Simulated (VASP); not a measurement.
Consider the following.

```xyz
4
Lattice="1.7878 -3.0966 0.0000 1.7878 3.0966 0.0000 0.0000 0.0000 3.8087" Properties=species:S:1:pos:R:3 pbc="T T T"
Li     1.7878     1.0322     0.0000
Li     1.7878    -1.0322     0.0000
Li     0.0000     0.0000     1.9044
N      0.0000     0.0000     0.0000
```

Calculation: PBEsol GGA, VASP's PBE PAW potentials (set 64) (plane waves; VASP). Numerical set-up: 520 eV cut-off, 7×7×6 Γ-centred mesh, Gaussian smearing of 0.050 eV, potentials Li_sv N.

### Question
Give the stress tensor in GPa (positive for a compressed cell).

### Answer

```
1.69  0.00  0.00
0.00  1.69  0.00
0.00  0.00  1.79
```
The pressure is its mean diagonal, 1.72 GPa.

The compound is Li3N in the alpha structure. This cell is one point of a volume scan, at 0.97 of the reference volume.
